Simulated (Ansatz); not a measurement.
Space group I4/mcm (No. 140). a = 6.168 Å, b = 6.168 Å, c = 5.049 Å, α = 90.00°, β = 90.00°, γ = 90.00°
```csv
atom,site,symmetry,x,y,z
Ta,8h,m.2m,0.3364,0.1636,0.5000
Si,4a,422,0.0000,0.0000,0.2500
```

Equation of state of this Ta$_{2}$Si structure (not necessarily the ground state), with shape and atoms relaxed at each volume where symmetry leaves them free. It has no gap at any of these volumes. These are results of Ansatz, DFT r2SCAN, scalar-relativistic, plane waves, PAW, not measurements.

Settings: cutoff 500 eV, Γ-centred mesh 10×10×10 on the computed 6-atom cell, Gaussian smearing of 0.10 eV; no spin polarisation.

```
V (Å³/atom) E − E(largest V) (meV/atom) P (GPa)
     15.049                         8.10    16.00
     15.529                       -26.57     7.39
     16.010                       -37.30     0.00
     16.490                       -27.49    -6.37
     16.970                         0.00   -11.84
```

Question: Fit a third-order Birch–Murnaghan equation to E(V).

Answer: V0 = 16.01 Å³/atom, B0 = 228 GPa, B0' = 4.0.

Spin-orbit coupling is left out, which matters for the bands of heavy elements.